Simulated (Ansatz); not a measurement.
## SnO: equation of state with PBEsol

The system is SnO.

```
Sn O
1.0
     3.81370    0.00000    0.00000
     0.00000    3.81370    0.00000
     0.00000    0.00000    4.88691
Sn O
2 2
Direct
  0.50000 0.00000 0.76463
  0.00000 0.50000 0.23537
  0.00000 0.00000 0.00000
  0.50000 0.50000 0.00000
```

The cell is a database's computed one.

| Quantity | Value |
| --- | --- |
| Program | Ansatz 0.2.0 |
| Task | equation of state |
| Functional | PBEsol |
| Potentials or basis | all-electron LAPW, scalar-relativistic |
| Basis error allowed | 0.001 eV/atom |
| k mesh | 7 × 7 × 6 |
| Occupations | fermi-dirac, width 0.05 eV |
| Spin | no spin polarisation |

```yaml
Equilibrium_volume: 17.66 Å³/atom
Bulk_modulus_at_fixed_shape_and_positions: 95 GPa
Pressure_derivative_of_the_bulk_modulus: 4.3
```

Energy against volume, from the lowest point:
```tsv
volume (Å³/atom)	energy (meV/atom)
16.703	16.85
17.058	6.32
17.414	0.87
17.769	0.00
18.125	3.23
18.480	10.15
18.835	20.37
```

All runs of the series together: 2.8 min on 2 threads of Arm Neoverse V1, with other jobs on the host.

Caveat: the cell was scaled at fixed shape and fractional positions, which overstates the stiffness of a crystal with free parameters, most of all of layers and chains.
